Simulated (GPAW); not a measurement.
Cr:

```xyz
2
Lattice="2.7140 0.0000 0.0000 -1.3570 2.3504 0.0000 0.0000 0.0000 4.4100" Properties=species:S:1:pos:R:3 pbc="T T T"
Cr    1.3570    0.7835    3.3075
Cr    0.0000    1.5669    1.1025
```

This isn't the form of Cr at room conditions, which is bcc.

Base run:

| Quantity | Value |
| --- | --- |
| Program | GPAW 26.7.0 |
| Functional | PBEsol |
| Potentials or basis | PAW data sets generated in the run's folder for this functional |
| Cutoff | 600 eV |
| Basis | pw |
| k mesh | 10 × 10 × 5 |
| Occupations | fermi-dirac, width 0.05 eV |
| Spin | collinear spin, ferromagnetic start |
| Starting moments | [3.0, 3.0] μB |
| Hubbard terms | Cr d U = 3 eV |

Its results: pressure 37.2 GPa; net moment 8.28 μB per cell; site moments Cr +3.59 μB.

Question: The run is repeated on the same cell with these changes: hubbard terms from Cr d U = 3 eV to Cr d U = 6 eV. What comes out?

Answer: Pressure 53.0 GPa; net moment 9.47 μB per cell; site moments Cr +4.06 μB.

Caveats: a pressure of tens of GPa on the cell as given is suspect, and the run, the potentials or the cell itself is likely at fault; the U is typed as a test and isn't derived for this compound.
